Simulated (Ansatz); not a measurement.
Input of an Ansatz 0.2.0 run:

The input input.yaml:

```yaml
crystal:
  lattice:
    - [-2.6975585167, 2.6975585167, 2.6975585167]
    - [2.6975585167, -2.6975585167, 2.6975585167]
    - [2.6975585167, 2.6975585167, -2.6975585167]
  atoms:
    - { symbol: K, position: [0.0, 0.0, 0.0] }
kpoints:
  mp_grid: { grid: [7, 7, 7] }
scf:
  occupations: { method: fermi_dirac, width: 0.05 }
hamiltonian:
  xc: pbesol
  pseudopotentials: { kind: all_electron, lapw: { basis_error: 0.001 } }
output:
  forces: true
  stress: true
relax:
  f_tol: 0.005
  max_steps: 60
  cell: { p_target: 20.0 }
```

Potentials or basis: all-electron LAPW, scalar-relativistic.

Run with:

```bash
$ ansatz run input.yaml --threads 1 --pin off --max-ram 3072MiB --backend cpu --events-out ev --progress --plain --runs-dir out
```

Q: Predict the band gap on the k mesh.

A: None (metal or under the smearing width).

Q: What does it give for the relaxed cell?

A: a = 3.262 Å, b = 3.262 Å, c = 3.262 Å, α = 109.47°, β = 109.47°, γ = 109.47°.

Final structure:
```xyz
1
Lattice="-1.8834 1.8834 1.8834 1.8834 -1.8834 1.8834 1.8834 1.8834 -1.8834" Properties=species:S:1:pos:R:3 pbc="T T T"
K     0.0000    0.0000    0.0000
```
